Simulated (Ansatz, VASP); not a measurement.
Si: VASP beside Ansatz

INCAR

```
ALGO = Normal
EDIFF = 1E-6
ENCUT = 520
ISIF = 2
ISMEAR = -1
LASPH = True
LCHARG = True
LELF = True
LREAL = False
LVHAR = True
LWAVE = False
NBANDS = 8
NELM = 60
PREC = Accurate
SIGMA = 0.08
```

File KPOINTS:

```
k-points
0
Gamma
  18 18 18
```

The input POSCAR:

```
Si
1.0
    0.0000000000      1.7748320761      1.7748320761
    1.7748320761      0.0000000000      1.7748320761
    1.7748320761      1.7748320761      0.0000000000
Si
1
Direct
    0.0000000000      0.0000000000      0.0000000000
```

Input for Ansatz:

```yaml
crystal:
  lattice:
    - [0.0, 1.7748320761, 1.7748320761]
    - [1.7748320761, 0.0, 1.7748320761]
    - [1.7748320761, 1.7748320761, 0.0]
  atoms:
    - { symbol: Si, position: [0.0, 0.0, 0.0] }
kpoints:
  mp_grid: { grid: [18, 18, 18] }
scf:
  occupations: { method: fermi_dirac, width: 0.08 }
hamiltonian:
  xc: lda
  pseudopotentials: { kind: paw }
output:
  forces: true
  stress: true
  eigenvalues: true
  populations: true
```

Change from the starting cell: volume scaled by 0.8, PAW files.

Alike in both runs: task single point; functional LDA; k mesh 18 × 18 × 18; occupations fermi-dirac, width 0.08 eV; no spin polarisation.

```csv
,VASP,Ansatz
version,VASP 6.6.1,Ansatz 0.2.0
potentials or method,"VASP PAW LDA potentials, release 64 (Si)","PAW with Ansatz's default frozen-core files, scalar-relativistic"
plane-wave cutoff (eV),520,420
valence electrons in the cell,4,4
```

```csv
,VASP,Ansatz,Ansatz less VASP
pressure (GPa),31.2,31.1,-0.11
```

Caveats: so large a pressure means that the cell lies far from this level's equilibrium, or that cutoff or potentials fall short (VASP).
